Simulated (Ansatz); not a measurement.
# Al (P6/mmm) in Ansatz: settings compared

Aim: see how the results for Al move with the level of theory and the settings. Levels: PBE+D3(BJ)-ATM, PBE+D4. Tasks: relaxation of cell and atoms.

Everything below comes from runs of Ansatz 0.2.0. Logs are shortened: lines on timing, memory, paths and dates and some standing lists are left out, and cuts for length are marked.

**1. The structure**

It takes space group P6/mmm (No. 191, hexagonal). Conventional cell: a = 4.492 Å, b = 4.492 Å, c = 2.723 Å, α = 90.00°, β = 90.00°, γ = 120.00°. Around Al (site symmetry -6m2) lie 5 Al at 2.59 to 2.72 Å.

The cell was built by a generator and needn't be a form met in nature.

**2. Relaxation of cell and atoms, PBE+D3(BJ)-ATM**

File input.yaml:

```yaml
crystal:
  lattice:
    - [4.4916, 0.0, 0.0]
    - [-2.2458, 3.88984, 0.0]
    - [0.0, 0.0, 2.7226]
  atoms:
    - { symbol: Al, position: [0.33333, 0.66667, 0.0] }
    - { symbol: Al, position: [0.66667, 0.33333, 0.0] }
hamiltonian:
  xc: pbe
  pseudopotentials: { kind: paw }
  dispersion: d3bjatm
kpoints:
  mp_grid: { grid: [7, 7, 10] }
scf:
  occupations: { method: fermi_dirac, width: 0.05 }
output:
  forces: true
  stress: true
  eigenvalues: true
  write_density: true
  write_potential: true
  elf: true
  volumetric_format: npy
relax:
  f_tol: 0.01
  max_steps: 40
  cell: { stress_tol: 0.05 }
```

Potentials or basis: Ansatz PAW.

Command:

```
ansatz run input.yaml --threads 2 --pin off --max-ram 5632MiB --backend cpu --events-out ev --progress --plain --runs-dir out
```

The program printed:

```text
Warning: the atoms were moved onto the symmetric positions of the space group found under crystal.symmetry.tolerance 1.0e-5 (fractional; no operation is sought that the atoms, as they stand in a round, miss by more than twice it, and no atom is moved by as much as it), and the run uses the moved positions. Before a round's move an operation carried an atom to 4.49e-5 Å from where it should land, the largest such distance. Atom 0 (counting from 0) moved farthest, by 2.59e-5 Å; the longest move in fractions of the cell, of whichever atom, is 0.47 of the tolerance, in 1 round. To run the atoms as typed, lower crystal.symmetry.tolerance until the operations that they miss are no longer found, or set crystal.symmetry.detect: false (a key that needs symmetry detection or time reversal refuses this as the deck is read). The positions used, in the order of the run's atom list: position: [0.3333333333333333, 0.6666666666666666, 0.0]; position: [0.6666666666666666, 0.3333333333333333, 0.0]; The lattice was moved too: crystal.lattice keeps the space group found at crystal.symmetry.tolerance 1.0e-5 only nearly: the operation that it misses by the most changes a squared length by the fraction 1.32e-7. The run uses the lattice that is a stretch of the typed one, with no rotation, onto the one that keeps every operation to a double's rounding (on a very oblique basis the stretch itself rounds by more); the deck's lattice vector that moved farthest moved by 1.71e-7 Å. To run the lattice as typed, set crystal.symmetry.tolerance under 1.31e-7, the least fraction by which an operation that the lattice misses changes a squared length (the same key also sets how far an atom may lie from its image, so lowering it can lose operations that the atoms keep only within it), or set crystal.symmetry.detect: false, as for the atoms. crystal.lattice made exact, in Å and degrees: [[4.491600171104577, 0.0, 0.0], [-2.2458000855522884, 3.889839851819095, 0.0], [0.0, 0.0, 2.7226]]. Pasted over the deck's crystal.lattice, beside positions in fractional coordinates, it runs the same cell (given as lengths and angles, that cell in the form's own orientation, a rigid turn of the misfit's size from the one run here, for which a checkpoint.post_process_only pass over this run's state can be refused: where this run relaxes nothing, give such a pass this deck's own crystal.lattice, as typed; behind a relaxation, as crystal.lattice, the state's own cell, identity.cell in its checkpoint.json), and a matrix so pasted ends this notice, except on a very skew basis of the lattice, where the rounding of the pasted numbers themselves can read as a misfit: the cell is then moved again, and that move is told again. The lattice as run is in this notice's lattice.as_run_ang field (Run.prep()["deck_notices"] in Python, the deck_notice line of an events file, deck_notices of ansatz run --dry-run=json, or deck_notices in record.json in the deck's checkpoint.write directory).
Warning: RAYON_NUM_THREADS=2 ignored (pool sized by the plan → 2); use --threads N
Engine: ansatz 0.2.0, aarch64-unknown-linux-gnu
Pseudopotentials: kind: paw
Pseudopotential: Al, paw, valence charge 3, recommended cutoff 420 eV (normal), Al.paw.azcp
Functional definition: PBE
  parameter kappa = 0.804
  parameter beta = 0.06672455060314922
  exchange = pbe_x(kappa = kappa, mu = beta*pi^2/3)
  correlation = pbe_c(beta = beta)
Crystal: 2 atoms, lattice volume = 47.568 Å³
Basis set: ecut = 420 eV, 939 PW (Γ), exchange–correlation on 64×64×40 points (8 copies of the dense FFT grid, shifted against one another)
Bands: 7, of which v1, the nominal top of the filled ones, is band 3 counted from 1 (2 counted from 0)
Symmetry: 24 space group operations
Space group: P6/mmm (ITA 191), of the structure as read, at distance tolerance 3.6e-5 Å
k-points: 48 of 490
Non-local potential: Al, projectors of the file, l = 0: 2, l = 1: 2, l = 2: 1
PAW form: soft (Blöchl's): semilocal exchange-correlation on the pseudo side does not see the compensation charge
PAW one-centre angular grid: Al, 110 points (default); XC on 64 Gauss nodes
Initial density: superposition of atomic densities (neutral atoms: chi_scale 0, normalization atom), corrected by the library's trained network
Initial wavefunctions: pseudopotential atomic-orbital guess
Functional: x = pbe(κ = 0.804, μ = 0.2195149727645171), c = pbe(β = 0.06672455060314922)
SCF iter   1: F=—  HF=-1074.464596 eV  |F-HF|=—  |Δ(HF+E_count)|=         —  Δρ=2.55e-3  dr2=4.48e-3  ethr=1.77e-3  ⟨swp⟩=5.5  Hψ=3056  notcnv=0
preconditioner: auto → none  [metal: Δε(μ)=0.095 eV  Ē_g=7.471 eV  σ=0.050 eV  W_gap=0.41  n_scr=6 (ndim 8)  ℏωp=13.2 eV  f_vac=0.000  D(μ)=0.56/eV (n_scr^D=0)  sad-step TF]
SCF iter   2: F=—  HF=-1074.464035 eV  |F-HF|=—  |Δ(HF+E_count)|=   5.61e-4  Δρ=1.54e-3  dr2=1.71e-3  ethr=7.47e-5  ⟨swp⟩=1.0  Hψ=723  notcnv=0
SCF iter   3: F=—  HF=-1074.463694 eV  |F-HF|=—  |Δ(HF+E_count)|=   3.41e-4  Δρ=7.51e-5  dr2=2.64e-6  ethr=2.85e-5  ⟨swp⟩=2.0  Hψ=464  notcnv=0
SCF iter   4: F=—  HF=-1074.463735 eV  |F-HF|=—  |Δ(HF+E_count)|=   4.09e-5  Δρ=1.35e-5  dr2=9.94e-8  ethr=4.40e-8  ⟨swp⟩=2.4  Hψ=471  notcnv=0
iter 5 did not close the SCF: its close was put off for the readings that it lacked (scf_convergence_deferred on its scf_iter line)
SCF iter   5: F=-1074.463735 eV  HF=-1074.463735 eV  |F-HF|=1.31e-9  |Δ(HF+E_count)|=   1.50e-7  Δρ=1.25e-6  dr2=1.14e-9  ethr=1.66e-9  ⟨swp⟩=2.2  Hψ=463  notcnv=0
SCF iter   6: F=-1074.463735 eV  HF=-1074.463735 eV  |F-HF|=9.78e-12  |Δ(HF+E_count)|=   1.74e-9  Δρ=1.33e-7  dr2=9.62e-12  ethr=1.90e-11  ⟨swp⟩=4.9  Hψ=1526  notcnv=0
SCF 1 converged in 6 iterations: F = -1074.463735 eV  dr2 = 9.62e-12
relax step   1: F+E_penalty+E_count = -1074.46373514 eV  Δ(F+E_penalty+E_count) = +0.000e0 eV  max|allowed force component| = 6.939e-17 eV/Å  Δτ_max = 0.0000 Å  P = +0.089 GPa  Ω = 47.568 Å³  (6 SCF iters, accepted)
Crystal: 2 atoms, lattice volume = 47.610 Å³
Initial density: handed on by an earlier stage of this run
Initial wavefunctions: those handed on with the density
iter 1 solved again at ethr=2.09e-6 eV; its pass at ethr=3.10e-3 eV (dr2=1.25e-4 eV) is discarded
SCF iter   1: F=—  HF=-1074.464166 eV  |F-HF|=—  |Δ(HF+E_count)|=         —  Δρ=4.55e-4  dr2=1.41e-4  ethr=2.09e-6  ⟨swp⟩=2.3  Hψ=3094  notcnv=0
preconditioner: auto → none  [metal: Δε(μ)=0.115 eV  Ē_g=7.466 eV  σ=0.050 eV  W_gap=0.46  n_scr=6 (ndim 8)  ℏωp=13.2 eV  f_vac=0.000  D(μ)=0.55/eV (n_scr^D=0)]
SCF iter   2: F=—  HF=-1074.464160 eV  |F-HF|=—  |Δ(HF+E_count)|=   6.68e-6  Δρ=1.64e-4  dr2=1.71e-5  ethr=2.09e-6  ⟨swp⟩=1.0  Hψ=336  notcnv=0
SCF iter   3: F=-1074.464154 eV  HF=-1074.464154 eV  |F-HF|=1.28e-8  |Δ(HF+E_count)|=   5.34e-6  Δρ=5.92e-6  dr2=1.83e-8  ethr=3.33e-9  ⟨swp⟩=7.4  Hψ=2027  notcnv=0
SCF 2 converged in 3 iterations: F = -1074.464154 eV  dr2 = 1.83e-8
relax step   2: F+E_penalty+E_count = -1074.46415430 eV  Δ(F+E_penalty+E_count) = -4.192e-4 eV  max|allowed force component| = 5.551e-17 eV/Å  Δτ_max = 0.0000 Å  P = +0.033 GPa  Ω = 47.610 Å³  energy of the carried Pulay correction = -1.975e-6 eV  (3 SCF iters, dr2 threshold 2.00e-7 eV, accepted)
Crystal: 2 atoms, lattice volume = 47.634 Å³
iter 1 solved again at ethr=8.47e-8 eV; its pass at ethr=3.10e-3 eV (dr2=5.08e-6 eV) is discarded
SCF iter   1: F=—  HF=-1074.464138 eV  |F-HF|=—  |Δ(HF+E_count)|=         —  Δρ=8.51e-5  dr2=5.62e-6  ethr=8.47e-8  ⟨swp⟩=2.1  Hψ=3060  notcnv=0
preconditioner: auto → none  [metal: Δε(μ)=0.110 eV  Ē_g=7.463 eV  σ=0.050 eV  W_gap=0.45  n_scr=6 (ndim 8)  ℏωp=13.2 eV  f_vac=0.000  D(μ)=0.56/eV (n_scr^D=0)]
SCF iter   2: F=—  HF=-1074.464172 eV  |F-HF|=—  |Δ(HF+E_count)|=   3.45e-5  Δρ=2.82e-5  dr2=5.92e-7  ethr=8.47e-8  ⟨swp⟩=1.1  Hψ=342  notcnv=0
SCF iter   3: F=-1074.464172 eV  HF=-1074.464172 eV  |F-HF|=3.14e-11  |Δ(HF+E_count)|=   2.06e-7  Δρ=1.20e-6  dr2=7.31e-10  ethr=1.15e-9  ⟨swp⟩=8.1  Hψ=1558  notcnv=0
SCF 3 converged in 3 iterations: F = -1074.464172 eV  dr2 = 7.31e-10
relax step   3: F+E_penalty+E_count = -1074.46417187 eV  Δ(F+E_penalty+E_count) = -1.757e-5 eV  max|allowed force component| = 1.480e-16 eV/Å  Δτ_max = 0.0000 Å  P = +0.009 GPa  Ω = 47.634 Å³  energy of the carried Pulay correction = -8.896e-6 eV  (3 SCF iters, dr2 threshold 6.92e-8 eV, accepted)
Initial wavefunctions: pseudopotential atomic-orbital guess (no wavefunctions were taken with the density)
iter 1 solved again at ethr=3.09e-8 eV; its pass at ethr=3.10e-3 eV (dr2=1.85e-6 eV) is discarded
SCF iter   1: F=—  HF=-1074.464143 eV  |F-HF|=—  |Δ(HF+E_count)|=         —  Δρ=4.06e-6  dr2=2.84e-9  ethr=3.09e-8  ⟨swp⟩=3.1  Hψ=4065  notcnv=0
SCF iter   2: F=—  HF=-1074.464179 eV  |F-HF|=—  |Δ(HF+E_count)|=   3.68e-5  Δρ=2.27e-6  dr2=7.71e-10  ethr=4.74e-11  ⟨swp⟩=2.9  Hψ=570  notcnv=0
SCF iter   3: F=—  HF=-1074.464179 eV  |F-HF|=—  |Δ(HF+E_count)|=   4.36e-9  Δρ=1.29e-6  dr2=2.20e-10  ethr=1.29e-11  ⟨swp⟩=1.9  Hψ=425  notcnv=0
SCF iter   4: F=-1074.464179 eV  HF=-1074.464179 eV  |F-HF|=6.82e-13  |Δ(HF+E_count)|=   2.17e-9  Δρ=9.19e-8  dr2=5.66e-12  ethr=1.00e-12  ⟨swp⟩=4.2  Hψ=1421  notcnv=0
SCF 4 converged in 4 iterations: F = -1074.464179 eV  dr2 = 5.66e-12
relax step   4: F+E_penalty+E_count = -1074.46417941 eV  Δ(F+E_penalty+E_count) = -7.543e-6 eV  max|allowed force component| = 1.527e-16 eV/Å  Δτ_max = 0.0000 Å  P = +0.009 GPa  Ω = 47.634 Å³  stress off target by 1.06e-2 GPa  SCF on the basis re-selected at this cell (its energy is not comparable with the rows above)  (4 SCF iters)
basis re-selected at this cell: Δ(F+E_penalty+E_count) = -7.543e-6 eV, ΔP = +0.000 GPa vs the last step (what re-selecting the basis moved, of the pressure what is left beyond the Pulay correction that the steps carried, after the strain that the cell walked since its last selection, with what the two solves' SCF thresholds leave and, on support functions, any second-order correction that the steps lacked; it is no measure of the basis error at this ecutwfc). This SCF's stress stands 1.06e-2 GPa from its target on what of the cell is left free (relax.cell.stress_tol is 5.00e-2 GPa) and its largest allowed force component is 1.53e-16 eV/Å (relax.f_tol is 1.00e-2 eV/Å): within both
SCF converged after 4 iterations
Free energy (F): -1074.464179 eV
Harris-Foulkes:  -1074.464179 eV  (|F-HF|=6.82e-13)
Internal energy: -1074.459410 eV  (E = F + TS)
E sigma→0 (E₀):  -1074.461795 eV
Entropy (-TS):   -0.004770 eV (-2.385 meV/atom)
Fermi energy:    4.159751 eV
--- Per-component energies (eV) ---
  E_band       = 2.922336
  E_kinetic    = 41.725363
  E_local      = -10.378105  (includes V_loc(G=0)·N_el)
  E_nonlocal   = 22.125786
  E_hartree    = 5.867232
  E_xc         = -77.110460
  E_vxc        = -54.700849  (∫ρ·V_xc dr)
  E_paw        = -934.944457  (= ΣΔE_a)
  E_vpaw       = -7.584327  (= ΣTr[D̂ρ^β])
  E_aug_tail   = -0.000004  (compensation charges beyond the density's cutoff)
  E_ewald      = -121.301326
  E_disp       = -0.443440  (pairwise vdW)
  E_smearing   = -0.004770  (= −TS)
  E_closure    = 0.000000  (closes the sum)
  Σ components = -1074.464179   (vs F -1074.464179, Δ=0.00e0)
--- Forces (eV/Å), atoms counted from 1 ---
  atom   1  Al     0.00000000    -0.00000000    -0.00000000
  atom   2  Al    -0.00000000     0.00000000     0.00000000
  max |Σ_I F_I| component: 2.78e-17 eV/Å
--- Stress (GPa, compression-positive) ---
        0.010569       0.000000       0.000000
       -0.000000       0.010569       0.000000
        0.000000       0.000000       0.007176
  P = ⅓ Tr σ = 0.0094 GPa (0.094 kbar)
--- Band table (eV; the first three rows and the last of 48) ---
  k-point 0: bands = ["-4.7845", "3.2648", "3.2648", "3.6903", "6.3539", "6.3539", "9.6506"]
  k-point 1: bands = ["-4.5856", "3.4412", "3.4412", "3.8781", "6.5388", "6.5388", "9.4045"]
  k-point 2: bands = ["-3.9913", "3.9657", "3.9657", "4.4292", "7.0890", "7.0890", "7.2700"]
  k-point 47: bands = ["1.6620", "2.2293", "2.6524", "3.1342", "4.5653", "6.9630", "11.4779"]
--- Relaxed structure (3 steps of the walk, 3 accepted, 1 SCFs on fresh bases) ---
  F+E_penalty+E_count = -1074.46417941 eV   max|allowed force component| = 1.527e-16 eV/Å   (the final SCF, on the basis selected at the relaxed cell)
  cell:  # Å, volume = 47.6344 Å³
    - [4.500853016373485, 9.549838259618826e-33, 5.488370667078886e-20]
    - [-2.2504265081867425, 3.8978530508792564, -2.744185333539553e-20]
    - [3.32679611028563e-20, -7.718226216395149e-34, 2.715193446807041]
  atoms:
    - { symbol: Al, position: [0.33333333333333326, 0.6666666666666665, 1.1576332913314405e-35] }
    - { symbol: Al, position: [0.6666666666666665, 0.33333333333333326, -1.0532429383367696e-35] }
```

It took 2.8 s on 2 threads of Arm Neoverse V2, shared host; peak memory 0.29 GiB.

Results:

| Item | Value |
| --- | --- |
| Free energy | -1074.4642 eV |
| Relaxed volume | 23.82 Å³/atom |
| Relaxed cell | a = 4.501 Å, b = 4.501 Å, c = 2.715 Å, α = 90.00°, β = 90.00°, γ = 120.00° |
| Space group after relaxing (to 0.05 Å) | P6/mmm (No. 191) |
| Energy gained by relaxing | 0.2 meV/atom |
| Ionic steps | 4 |
| Pressure after relaxing | 0.0 GPa |
| Band gap on the k mesh | none (metal or under the smearing width) |

Step by step:
| step | energy change (eV) | largest force (eV/Å) | volume (Å³) |
| --- | --- | --- | --- |
| 1 | 0.0000 | 0.0000 | 47.57 |
| 2 | -0.0004 | 0.0000 | 47.61 |
| 3 | -0.0004 | 0.0000 | 47.63 |
| 4 | -0.0004 | 0.0000 | 47.63 |

Final structure:
```
CELL_PARAMETERS angstrom
4.50085 0.00000 0.00000
-2.25043 3.89785 0.00000
0.00000 0.00000 2.71519
ATOMIC_POSITIONS crystal
Al 0.33333 0.66667 0.00000
Al 0.66667 0.33333 0.00000
```

Caveat: the plane-wave basis is chosen anew once the cell has moved, so the energies of steps on either side of that aren't comparable; pairwise dispersion overbinds metals, which lowers pressure and volume.

**3. Relaxation of cell and atoms, PBE+D4**

input.yaml: that of step 2 with these lines changed.

```diff
@@ -11,3 +11,3 @@
   pseudopotentials: { kind: paw }
-  dispersion: d3bjatm
+  dispersion: d4
 kpoints:
@@ -20,6 +20,2 @@
   eigenvalues: true
-  write_density: true
-  write_potential: true
-  elf: true
-  volumetric_format: npy
 relax:
```

Potentials or basis: Ansatz PAW.

Command:

```
ansatz run input.yaml --threads 2 --pin off --max-ram 5632MiB --backend cpu --events-out ev --progress --plain --runs-dir out
```

Run time: 2.6 s. Hardware: 2 threads of Arm Neoverse V2, shared host; peak memory 0.29 GiB.

The run converged. Its results:

```
Free energy                            : -1074.5007 eV
Relaxed volume                         : 23.77 Å³/atom
Relaxed cell                           : a = 4.497 Å, b = 4.497 Å, c = 2.714 Å, α = 90.00°, β = 90.00°, γ = 120.00°
Space group after relaxing (to 0.05 Å) : P6/mmm (No. 191)
Energy gained by relaxing              : 0.2 meV/atom
Ionic steps                            : 4
Pressure after relaxing                : 0.0 GPa
Band gap on the k mesh                 : none (metal or under the smearing width)
```

Step by step:
```csv
step,energy change (eV),largest force (eV/Å),volume (Å³)
1,0.0000,0.0000,47.57
2,-0.0004,0.0000,47.51
3,-0.0004,0.0000,47.54
4,-0.0004,0.0000,47.54
```

Final structure:
```yaml
crystal:
  lattice:
    - [4.49749, 0.00000, 0.00000]
    - [-2.24875, 3.89494, 0.00000]
    - [0.00000, 0.00000, 2.71359]
  atoms:
    - { symbol: Al, position: [0.33333, 0.66667, 0.00000] }
    - { symbol: Al, position: [0.66667, 0.33333, 0.00000] }
```

Levels at points of the mesh, in eV from the Fermi level:
```
            k point  band 1  band 2  band 3  band 4  band 5  band 6
 (0.00, 0.00, 0.00)   -8.95   -0.90   -0.90   -0.46    2.19    2.19
(0.00, 0.00, -0.50)   -4.44   -3.64    2.47    2.47    2.77    5.37
```

Caveat: the plane-wave basis is chosen anew once the cell has moved, so the energies of steps on either side of that aren't comparable; pairwise dispersion overbinds metals, which lowers pressure and volume.
